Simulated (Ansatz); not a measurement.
The system is Nb.

```xyz
1
Lattice="0.0000 2.1150 2.1150 2.1150 0.0000 2.1150 2.1150 2.1150 0.0000" Properties=species:S:1:pos:R:3 pbc="T T T"
Nb    0.0000    0.0000    0.0000
```

This isn't the form of Nb at room conditions, which is bcc.

Base run:

* Program: Ansatz 0.2.0
* Functional: r2SCANh
* Potentials or basis: SSSP precision PAW
* Cutoff: 544 eV
* Density cutoff: 4354 eV
* k mesh: 8 × 8 × 8
* Occupations: gaussian, width 0.1 eV
* Spin: no spin polarisation

Its results: band gap on the k mesh none (metal or under the smearing width); pressure -2.4 GPa.

Task: The run is repeated on the same cell with these changes: k mesh from 8 × 8 × 8 to 7 × 7 × 7; occupations from gaussian, width 0.1 eV to cold, width 0.1 eV. What comes out?

Result: Band gap on the k mesh none (metal or under the smearing width); pressure -3.4 GPa.

Caveats: some runs use coarse meshes; the PAW data sets were made with another functional, which shifts forces and pressure a little; the thresholds are loose for stress.
